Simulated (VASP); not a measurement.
Input of a VASP 6.6.1 run:

File INCAR:

```
PREC = Accurate
ENCUT = 520
EDIFF = 1E-6
ISMEAR = 0
SIGMA = 0.019000000000000003
LREAL = False
LASPH = True
NELM = 80
ALGO = Normal
ISIF = 2
LWAVE = False
LCHARG = True
GGA = PE
LELF = True
LVHAR = True
NBANDS = 21
```

File KPOINTS:

```
Automatic mesh
0
Gamma
  8 8 8
```

Contents of POSCAR:

```
Ge
1.0
    0.0000000000      2.8289100000      2.8289100000
    2.8289100000      0.0000000000      2.8289100000
    2.8289100000      2.8289100000      0.0000000000
Ge
2
Direct
    0.7500000000      0.7500000000      0.7500000000
    0.5000000000      0.5000000000      0.5000000000
```

Potentials or basis: VASP PAW PBE potentials, release 64 (Ge_d).

The run is started by

```sh
$ cat potpaw_PBE.64/Ge_d/POTCAR > POTCAR
$ mpirun -np 1 vasp_std > vasp.out
```

Problem. Estimate the band gap on the k mesh.

Solution. 0.03 eV, direct.

Problem. Predict the pressure.

Solution. 3.5 GPa.

**The experiment to reproduce.**

From “Temperature-dependent photoluminescence in Ge: experiment and theory”, 2020, arxiv:2003.00143, for a bulk crystal of Ge at 0 K: band gap 0.744 eV (indirect).

Measured gap of Ge: 0.744 eV (indirect; 0 K; “Temperature-dependent photoluminescence in Ge: experiment and theory”, 2020, arxiv:2003.00143). This calculation gives 0.03 eV (-0.71 eV). 3 values of this kind are on record (0.666 to 0.807 eV); this one was drawn at random among those near their median. Spin-orbit coupling on Ge is left out. The value is that of PBE on a finite k mesh, which can miss the band edges, without temperature or zero-point motion. Semilocal functionals fall short of measured gaps as a rule.
